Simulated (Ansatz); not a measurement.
Something may be wrong with this Ansatz 0.2.0 calculation of Cu.

The input input.yaml:

```yaml
crystal:
  lattice:
    - [-0.0401941954, 1.7885192816, 1.83853466]
    - [1.8232566752, -0.0539448988, 1.85159583]
    - [1.7475901456, 1.7257468558, 0.02260197]
  atoms:
    - { symbol: Cu, position: [0.0, 0.0, 0.0], spin: 2.0 }
hamiltonian:
  xc: pbe
  pseudopotentials: { kind: paw }
kpoints:
  mp_grid: { grid: [10, 10, 11] }
scf:
  occupations: { method: fermi_dirac, width: 0.05 }
  max_iter: 50
output:
  forces: true
  stress: true
  eigenvalues: true
```

Potentials or basis: Ansatz PAW.

Run with:

```bash
$ ansatz run input.yaml --threads 2 --pin off --max-ram 5632MiB --backend cpu --events-out ev --progress --plain --runs-dir out
```

Output:

```text
Error: inconsistent input (magnetization.spin_polarized): false but per-atom `spin:`, `per_species`, `initial_magnetization`, `magnetic_field`, or `spin_locking` is set
```

Problem. Diagnose the run.

Solution. The input was rejected before any iteration. The input holds a flaw that was put in on purpose: a moment without spin polarisation (magnetization = left out; crystal.atoms[0].spin = 2).
